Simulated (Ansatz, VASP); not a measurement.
# InSe: VASP beside Ansatz

Aim: how closely do two programs agree when they are given the same cell, functional and k mesh? The cell is taken from a series of runs on this material, whose earlier steps may have relaxed, scaled, displaced or heated it; both programs get it as it stands.

Program: Ansatz 0.2.0. Level of theory: plane waves, with VASP 6.6.1 beside it; single point at HSE06. Results are calculated unless marked as measured.

## Step 1: The starting structure

Symmetry: R3m, No. 160, trigonal system. Conventional cell: a = 4.045 Å, b = 4.045 Å, c = 26.037 Å, α = 90.00°, β = 90.00°, γ = 120.00°. Nearest to In lie 3 Se at 2.65 Å and 1 In at 2.80 Å. In has 3 Se at 2.65 Å and 1 In at 2.80 Å nearest. Nearest to Se lie 3 In at 2.65 Å. Se has 3 In at 2.65 Å nearest. Farther neighbours and most contacts between anions are not listed.

Coordinates:

```
In Se
1.0
     2.02254    1.16771    8.67890
    -2.02254    1.16771    8.67890
     0.00000   -2.33543    8.67890
In Se
2 2
Direct
  0.00236 0.00236 0.00236
  0.10982 0.10982 0.10982
  0.62072 0.62072 0.62072
  0.82479 0.82479 0.82479
```

## Step 2: VASP: single point, HSE06

A single point gives forces, pressure and levels at one fixed geometry, so differences don't come from the geometry; what else differs is listed under the comparison.

Lines of VASP's logs that name or quote its potential files are left out, and so is its time.

The run reads the wave functions of an earlier VASP run, which isn't shown here.

INCAR

```
SYSTEM = InSe
PREC = Accurate
ENCUT = 400
EDIFF = 1E-06
NELM = 100
ISMEAR = 0
SIGMA = 0.01
LREAL = .FALSE.
ALGO = Normal
LHFCALC = .TRUE.
AEXX = 0.25
GGA = PE
HFSCREEN = 0.208
LASPH = .TRUE.
NBANDS = 25
PRECFOCK = Fast
LORBIT = 11
LWAVE = .FALSE.
LCHARG = .FALSE.
KPAR = 8
NCORE = 2
ISIF = 2
```

POSCAR

```
InSe
1.0
    2.0225402113      1.1677141354      8.6789002114
   -2.0225402113      1.1677141354      8.6789002114
    0.0000000000     -2.3354282708      8.6789002114
In Se
2 2
Direct
    0.0023583266      0.0023583266      0.0023583266
    0.1098225416      0.1098225416      0.1098225416
    0.6207247466      0.6207247466      0.6207247466
    0.8247943852      0.8247943852      0.8247943852
```

KPOINTS

```
Automatic mesh
0
Gamma
4 4 4
0 0 0
```

Potentials, in the order of the species: In_d and Se (PBE family, release 64).

Launch:

```console
$ mpirun -np 16 vasp_std
```

Numbers of over 12 decimals in the logs are rounded to 6 here.

Output:

```text
[banner, memory and clock lines left out]
running   16 mpi-ranks, on    1 nodes
 distrk:  each k-point on    2 cores,    8 groups
 distr:  one band on    2 cores,    1 groups

 POSCAR found type information on POSCAR InSe
 POSCAR found :  2 types and       4 ions
 LDA part: xc-table for (Slater+PW92), standard interpolation
 found WAVECAR, reading the header
 POSCAR, INCAR and KPOINTS ok, starting setup
 FFT: planning ... GRIDC
 FFT: planning ... GRID_SOFT
 FFT: planning ... GRID
 reading WAVECAR
 the WAVECAR file was read successfully
 initial charge from wavefunction
 entering main loop
       N       E                     dE             d eps       ncg     rms          rms(c)
DAV:   1    -0.171423029833E+02   -0.17142E+02   -0.97827E-01   874   0.106E+01    0.465E+00
DAV:   2    -0.171572316224E+02   -0.14929E-01   -0.10510E-01   688   0.200E+00    0.421E+00
DAV:   3    -0.171549431584E+02    0.22885E-02   -0.10997E-02   920   0.864E-01    0.348E+00
DAV:   4    -0.171544841631E+02    0.45900E-03   -0.17635E-03   745   0.319E-01    0.216E+00
DAV:   5    -0.171543487032E+02    0.13546E-03   -0.23264E-04   863   0.144E-01    0.130E+00
DAV:   6    -0.171542791938E+02    0.69509E-04   -0.54824E-05   943   0.718E-02    0.787E-01
DAV:   7    -0.171542603228E+02    0.18871E-04   -0.26104E-05   845   0.311E-02    0.476E-01
DAV:   8    -0.171542560839E+02    0.42388E-05   -0.49046E-06   628   0.129E-02    0.287E-01
DAV:   9    -0.171542553250E+02    0.75890E-06   -0.14909E-06   467   0.899E-03
   1 F= -.17154255E+02 E0= -.17154255E+02  d E =-.236054E-27
```

Parts of OUTCAR (step 2):

```text
ion  position               nearest neighbor table
   1  0.002  0.002  0.002-   3 2.65   3 2.65   3 2.65   2 2.80
   2  0.110  0.110  0.110-   4 2.65   4 2.65   4 2.65   1 2.80
   3  0.621  0.621  0.621-   1 2.65   1 2.65   1 2.65
   4  0.825  0.825  0.825-   2 2.65   2 2.65   2 2.65

  LATTYP: Found a trigonal (rhomboedric) cell.
 ALAT       =     8.9876322849
 COS(alpha) =     0.8987176583

 Subroutine GETGRP returns: Found  6 space group operations
 (whereof  6 operations were pure point group operations)

The static configuration has the point symmetry C_3v.

 Found     13 irreducible k-points:

   k-points           NKPTS =     13   k-points in BZ     NKDIM =     64   number of bands    NBANDS=     25

   dimension x,y,z NGX =    60 NGY =   60 NGZ =   60
   dimension x,y,z NGXF=   120 NGYF=  120 NGZF=  120

   ENCUT  =  400.0 eV  29.40 Ry    5.42 a.u.  14.66 14.66 14.66*2*pi/ulx,y,z

   NELECT =      38.0000    total number of electrons

 k-points in reciprocal lattice and weights: Automatic mesh
   0.00000000  0.00000000  0.00000000       0.016
   0.25000000  0.00000000  0.00000000       0.094
   0.50000000  0.00000000  0.00000000       0.047
   0.25000000  0.25000000  0.00000000       0.094
   0.50000000  0.25000000  0.00000000       0.188
  -0.25000000  0.25000000  0.00000000       0.094
   0.50000000  0.50000000  0.00000000       0.047
   0.25000000  0.25000000  0.25000000       0.031
   0.50000000  0.25000000  0.25000000       0.094
  -0.25000000  0.25000000  0.25000000       0.094
   0.50000000  0.50000000  0.25000000       0.094
  -0.25000000  0.50000000  0.25000000       0.094
   0.50000000  0.50000000  0.50000000       0.016

  exchange ACFDT corr.  =         0.00000000  see jH, gK, PRB 81, 115126

 average (electrostatic) potential at core
       1 -91.5030       2 -91.5030       3 -50.8016       4 -50.8023

 E-fermi :   3.1862

 k-point     1 :       0.0000    0.0000    0.0000
  band No.  band energies     occupation
    ...
     15       1.7792      2.00000
     16       1.7792      2.00000
     17       1.7974      2.00000
     18       1.7974      2.00000
     19       1.8307      2.00000
     20       5.3591      0.00000
     21       5.9668      0.00000
     22       8.3120      0.00000
     23       8.3120      0.00000
     24       9.5248      0.00000
    ...

 k-point     2 :       0.2500    0.0000    0.0000
  band No.  band energies     occupation
    ...
     15      -0.4183      2.00000
     16       0.9099      2.00000
     17       1.1690      2.00000
     18       1.2283      2.00000
     19       2.1994      2.00000
     20       5.8981      0.00000
     21       6.1208      0.00000
     22       8.0935      0.00000
     23       8.2162      0.00000
     24       8.6977      0.00000
    ...

 k-point     3 :       0.5000    0.0000    0.0000
  band No.  band energies     occupation
    ...
     15      -0.4360      2.00000
     16       0.7050      2.00000
     17       0.7195      2.00000
     18       0.7479      2.00000
     19       1.4383      2.00000
     20       5.1077      0.00000
     21       5.8239      0.00000
     22       7.6285      0.00000
     23       7.8977      0.00000
     24       8.7159      0.00000
    ...

  Total        0.0167010      0.0167010     -0.0337041      0.0000000     -0.0000000      0.0000000
  in kB        0.2175718      0.2175718     -0.4390805      0.0000000     -0.0000000      0.0000000
  external PRESSURE =      -0.0013123 kB  Pullay stress =       0.0000000 kB

  energy-cutoff  :      400.00
  volume of cell :      122.98
      direct lattice vectors                 reciprocal lattice vectors
     2.022540211  1.167714135  8.678900211     0.247213874  0.142728996  0.038407324
    -2.022540211  1.167714135  8.678900211    -0.247213874  0.142728996  0.038407324
     0.000000000 -2.335428271  8.678900211     0.000000000 -0.285457993  0.038407324

 POSITION                                       TOTAL-FORCE (eV/Angst)
 -----------------------------------------------------------------------------------
      0.00000      0.00000      0.06140         0.000000     -0.000000     -0.066391
      0.00000      0.00000      2.85942         0.000000      0.000000      0.065839
      0.00000      0.00000     16.16162         0.000000      0.000000      0.087995
      0.00000      0.00000     21.47492         0.000000     -0.000000     -0.087443
 -----------------------------------------------------------------------------------
    total drift:                                0.000072     -0.000041     -0.001582

  FREE ENERGIE OF THE ION-ELECTRON SYSTEM (eV)
  ---------------------------------------------------
  free  energy   TOTEN  =       -17.1542553250 eV

  energy  without entropy=      -17.1542553250  energy(sigma->0) =      -17.15425533

 total charge
# of ion       s       p       d       tot
------------------------------------------
    1        0.869   0.673   9.897  11.439
    2        0.869   0.674   9.897  11.440
    3        1.479   2.391   0.022   3.892
    4        1.479   2.391   0.022   3.892
--------------------------------------------------
tot          4.696   6.129  19.838  30.663

[... 3 further parts left out ...]
```

The run ends at a pressure of 0.00 GPa, with forces up to 0.088 eV/Å.

[end of part 1 of 2]

[Lines on the potential files, build, host, timing and source positions are cut from VASP's logs without a mark.]

[Logs are printed without paths, hosts, clocks, repeated set-up lines and the standing remarks that a program may print on its own settings, such as how far it seeks lower states.]

[Hosts, paths, dates, database ids (printed as entryN), source tags and the programs' standing remarks are cut or masked in the printed files.]
